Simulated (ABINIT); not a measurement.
Crystal: GaP.

```
Ga P
1.0
     0.00000    2.72525    2.72525
     2.72525    0.00000    2.72525
     2.72525    2.72525    0.00000
Ga P
1 1
Direct
  0.00000 0.00000 0.00000
  0.75000 0.75000 0.75000
```

| Property | Result |
| --- | --- |
| Program | ABINIT 10.8.3 (patched build) |
| Task | relaxation of cell and atoms |
| Functional | PBE |
| Potentials or basis | Ansatz NC PBE |
| Cutoff | 1088 eV |
| k mesh | 6 × 6 × 6 |
| Occupations | fermi-dirac, width 0.05 eV |
| Spin | no spin polarisation |

At the start: pressure 2.6 GPa; volume 20.24 Å³/atom.

Task: Where does the relaxation end?

Result: Over 4 steps the energy falls by 5.1 meV/atom and the volume is 20.89 Å³/atom (+3.2 %); space group F-43m (No. 216, to 0.05 Å).

The path:
```
step  energy change (eV)  largest force (eV/Å)  pressure (GPa)  volume (Å³)
   1              0.0000                0.0000            2.60        40.48
   2             -0.0046                0.0000            1.91        40.80
   3             -0.0102                0.0000            0.08        41.74
   4             -0.0102                0.0000            0.00        41.78
```

Final structure:
```
CELL_PARAMETERS angstrom
0.00000 2.75399 2.75399
2.75399 0.00000 2.75399
2.75399 2.75399 0.00000
ATOMIC_POSITIONS crystal
Ga 0.00000 0.00000 0.00000
P 0.75000 0.75000 0.75000
```
